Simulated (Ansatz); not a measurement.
Crystal: CdO (Monteponite).

```
Cd O
1.0
     0.00000    2.34950    2.34950
     2.34950    0.00000    2.34950
     2.34950    2.34950    0.00000
Cd O
1 1
Cartesian
  0.0000 0.0000 0.0000
  2.3495 2.3495 2.3495
```

Base run:

| Quantity | Value |
| --- | --- |
| Program | Ansatz 0.2.0 |
| Functional | BLYP |
| Potentials or basis | Ansatz PAW |
| Cutoff | 420 eV (not typed: the program's choice for these potentials) |
| k mesh | 10 × 10 × 10 |
| Occupations | fermi-dirac, width 0.05 eV |
| Spin | no spin polarisation |

Its results: band gap on the k mesh none (metal or under the smearing width); pressure 11.8 GPa.

**Question.** After a change of settings the same cell gave: band gap on the k mesh none (metal or under the smearing width); pressure -6.1 GPa. Which change was it?
A. functional from BLYP to revPBE
B. functional from BLYP to LDA
C. functional from BLYP to r2SCAN; cutoff from 420 eV (not typed: the program's choice for these potentials) to 500 eV (not typed: the program's choice for these potentials)
D. functional from BLYP to HSE03; k mesh from 10 × 10 × 10 to 5 × 5 × 5

**Answer.** B.

LDA binds more tightly than BLYP, so the same cell stands under less pressure.

Caveats: the PAW data sets come from PBE, with cores solved anew for the run's functional, which leaves a small shift of forces and pressure; this crystal is a semiconductor, whose small gap the functional closes, so the metal is an error of the method.

Runs at the PBE level aren't shown here.
